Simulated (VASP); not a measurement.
A run of VASP 6.6.1:

Contents of INCAR:

```
SYSTEM = K
ALGO = Fast ; EDIFF = 1E-6
ENCUT = 520 ; GGA = PE
ISIF = 2 ; ISMEAR = 0
IVDW = 12 ; LASPH = .True.
LCHARG = .False. ; LREAL = .False.
LWAVE = .False. ; NBANDS = 16
NELM = 100 ; PREC = Accurate
SIGMA = 0.1
```

The input KPOINTS:

```
k-points
0
Gamma
  4 4 4
  0 0 0
```

POSCAR

```
K
1.0
    2.4379623500     -4.0476104500      0.0000000000
    2.4379623500      4.0476104500      0.0000000000
    0.0000000000      0.0000000000      7.8117980100
K
2
Direct
    0.8206130200      0.1793869800      0.2500000000
    0.1793869800      0.8206130200      0.7500000000
```

Potentials or basis: VASP PAW PBE potentials, release 64 (K_sv).

Launch:

```sh
$ cat potpaw_PBE.64/K_sv/POTCAR > POTCAR
$ mpirun -np 1 vasp_std > vasp.out
```

Hardware: 1 thread of Intel(R) Xeon(R) Platinum 8559C (Emerald Rapids) (shared host).

Question: Estimate the wall time of this run.

Answer: Run time: 24 s on 1 thread of Intel(R) Xeon(R) Platinum 8559C (Emerald Rapids), with other jobs on the host, peak memory 0.26 GiB. Counts: scf iterations 13, k points 21.
